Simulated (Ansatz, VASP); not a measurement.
# Pt: VASP beside Ansatz

INCAR

```
SYSTEM = Pt
PREC = Accurate
ENCUT = 520
EDIFF = 1E-7
ISMEAR = -1
SIGMA = 0.05
LREAL = .FALSE.
LASPH = .TRUE.
NELM = 100
ALGO = Normal
ISIF = 2
LWAVE = .FALSE.
LCHARG = .FALSE.
NBANDS = 11
```

The input KPOINTS:

```
Automatic mesh
0
G
  17 17 17
  0 0 0
```

POSCAR

```
Pt
1.0
    0.0000000000      1.9071771235      1.9071771235
    1.9071771235      0.0000000000      1.9071771235
    1.9071771235      1.9071771235      0.0000000000
Pt
1
Direct
    0.0000000000      0.0000000000      0.0000000000
```

Input for Ansatz:

```yaml
crystal:
  lattice:
    - [0.0, 1.9071771235, 1.9071771235]
    - [1.9071771235, 0.0, 1.9071771235]
    - [1.9071771235, 1.9071771235, 0.0]
  atoms:
    - { symbol: Pt, position: [0.0, 0.0, 0.0] }
kpoints:
  mp_grid: { grid: [17, 17, 17] }
scf:
  occupations: { method: fermi_dirac, width: 0.05 }
hamiltonian:
  xc: lda
  pseudopotentials: { kind: all_electron, lapw: { basis_error: 0.001 } }
output:
  forces: true
  stress: true
  eigenvalues: true
  populations: true
```

Change from the starting cell: volume scaled by 0.94, LAPW.

Alike in both runs: task single point; functional LDA; k mesh 17 × 17 × 17; occupations fermi-dirac, width 0.05 eV; no spin polarisation.

|  | VASP | Ansatz |
| --- | --- | --- |
| version | VASP 6.6.1 | Ansatz 0.2.0 |
| potentials or method | VASP PAW LDA potentials, release 64 (Pt) | all-electron LAPW, scalar-relativistic |
| plane-wave cutoff (eV) | 520 | see its input |

VASP gave:

| Property | Result |
| --- | --- |
| pressure (GPa) | 23.4 |

Problem. What did Ansatz give for the same quantities?

Solution. Pressure (GPa): 22.4.

Ansatz ran all-electron here, so the differences hold the error of VASP's frozen core and of both bases.

Caveats: so large a pressure means that the cell lies far from this level's equilibrium, or that cutoff or potentials fall short (VASP). The runs have no spin-orbit coupling, so splittings on Pt are missing.
